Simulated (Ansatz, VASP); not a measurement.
## Bi in VASP and in Ansatz

Contents of INCAR:

```
AGGAC    = 1.0          
AGGAX    = 1.0          
ALDAC    = 0.0          
ALDAX    = 1.0          
ALGO     = Normal         # electronic algorithm
EDIFF    = 1E-7           # SCF threshold, eV
ENCUT    = 520            # plane-wave cutoff, eV
GGA      = B5             # functional
ISIF     = 2              # what is computed and relaxed
ISMEAR   = -1             # smearing method
LASPH    = True           # aspherical terms in the spheres
LCHARG   = False          # write CHGCAR
LREAL    = False          # projectors in reciprocal space
LWAVE    = False          # write WAVECAR
NBANDS   = 22             # bands
NELM     = 60             # most SCF steps
PREC     = Accurate       # precision mode
SIGMA    = 0.1            # smearing width, eV
```

File KPOINTS:

```
k-points
0
Gamma
  8 8 8
```

The input POSCAR:

```
Bi
1.0
    0.0000000000      3.5660112503      3.5660112503
    3.5660112503      0.0000000000      3.5660112503
    3.5660112503      3.5660112503      0.0000000000
Bi
2
Direct
    0.1250000000      0.1250000000      0.1250000000
    0.8750000000      0.8750000000      0.8750000000
```

Input for Ansatz:

```yaml
crystal:
  lattice:
    - [0.0, 3.5660112503, 3.5660112503]
    - [3.5660112503, 0.0, 3.5660112503]
    - [3.5660112503, 3.5660112503, 0.0]
  atoms:
    - { symbol: Bi, position: [0.125, 0.125, 0.125] }
    - { symbol: Bi, position: [0.875, 0.875, 0.875] }
hamiltonian:
  xc: blyp
  pseudopotentials:
    kind: paw
    azcp:
      Bi: "pseudopotentials/Bi.paw.azcp"
basis:
  ecutwfc: 420
  fft_grid_basis: typed
kpoints:
  mp_grid: { grid: [8, 8, 8], shift: [0, 0, 0] }
magnetization:
  spin_polarized: false
scf:
  occupations: { method: fermi_dirac, width: 0.1 }
  lower_state_search: "off"
output:
  stress: true
  write_density: true
  write_potential: true
  elf: true
  volumetric_format: npy
```

Alike in both runs: task single point; functional BLYP; k mesh 8 × 8 × 8; occupations fermi-dirac, width 0.1 eV; no spin polarisation.

|  | VASP | Ansatz |
| --- | --- | --- |
| version | VASP 6.6.1 | Ansatz 0.2.0 |
| potentials or method | VASP PAW PBE potentials, release 64 (Bi_d) | plane waves (420 eV) with PAW, scalar-relativistic |
| plane-wave cutoff (eV) | 520 | 420 |
| valence electrons in the cell | 30 | 30 |

```csv
,VASP,Ansatz,Ansatz less VASP
pressure (GPa),4.3,4.3,-0.09
```

The functional is the same, so the differences come from potentials, cutoffs and numerics.

Caveats: the PAW data sets were made with another functional, which shifts forces and pressure a little (VASP).
